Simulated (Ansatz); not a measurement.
# NiO (zincblende structure)

Computed with Ansatz (plane waves, PAW, 420 eV cutoff): PBE+U (U_eff = 6.2 eV on Ni 3d), scalar-relativistic, collinear spin, Γ-centred 10×10×10 mesh, 0.05 eV Gaussian smearing. The datasets are Ansatz's generated set soft_2.

```cif
data_structure
_symmetry_space_group_name_H-M 'P 1'
_symmetry_Int_Tables_number 1
_cell_length_a 3.2877
_cell_length_b 3.2877
_cell_length_c 3.2877
_cell_angle_alpha 60.000
_cell_angle_beta 60.000
_cell_angle_gamma 60.000
_cell_volume 25.13
loop_
_atom_site_label
_atom_site_type_symbol
_atom_site_fract_x
_atom_site_fract_y
_atom_site_fract_z
_atom_site_occupancy
Ni1 Ni 0.00000 0.00000 0.00000 1
O1 O 0.25000 0.25000 0.25000 1
```

This is a trial structure; measured cells of the compound in the Crystallography Open Database are in space group Fm-3m (rock salt).

The geometry is fixed. Moments are started on Ni in several ways. q is the propagation vector of an order in a doubled cell, in units of this cell's reciprocal vectors; doubled cells take an equivalent mesh or are counted from a ferromagnetic run in the same cell, unless said otherwise. Energies count from the first row, the state in which the cell was relaxed.

The starts:
- ferromagnetic
- no spin polarisation
- antiparallel, q = (0, 0, 1/2)
- antiparallel, q = (0, 1/2, 1/2)

Problem. Which start ends lowest?

Solution. Lowest: antiparallel, q = (0, 1/2, 1/2), though «antiparallel, q = (0, 0, 1/2)» lies within 0.7 meV/atom, too near to part.

| start | largest typed moment (μB) | ΔE (meV/atom) | gap on the mesh (eV) | P (GPa) | final spin moments (μB) |
| --- | --- | --- | --- | --- | --- |
| ferromagnetic | 1.89* | 0.0 | 0.27 | 0.0 | Ni 1.72; O 0.11 |
| no spin polarisation | 0.00 | 1145.4 | metal | -15.2 | none |
| antiparallel, q = (0, 0, 1/2) | 2.00* | -12.7 | 0.75 | -0.6 | Ni 1.70, -1.70 |
| antiparallel, q = (0, 1/2, 1/2) | 2.00* | -13.4 | 0.84 | -0.6 | Ni 1.69, -1.69 |

A star marks runs that didn't start from the typed moments alone: they went on from the state of an earlier run.

The atoms aren't at rest in: ferromagnetic (forces up to 0.08 eV/Å); antiparallel, q = (0, 0, 1/2) (forces up to 0.26 eV/Å); antiparallel, q = (0, 1/2, 1/2) (forces up to 0.58 eV/Å), so relaxing would lower these rows.

The row without spin polarisation prices the pairing of the open shell's electrons, in one of several fillings that the shell can take under U, not a magnetic ordering energy.

Only orders that fit these small cells were tried, so the real crystal's order may be another.

With a Hubbard U or exact exchange the result depends on the state in which the open shell ends, and a lower one can't be excluded. The order of the orbitals lowers the symmetry, along an axis that is one of several equivalent ones. Site moments are of spin, integrated over atomic spheres. A gap on the mesh alone may be smaller, or close, between its points.
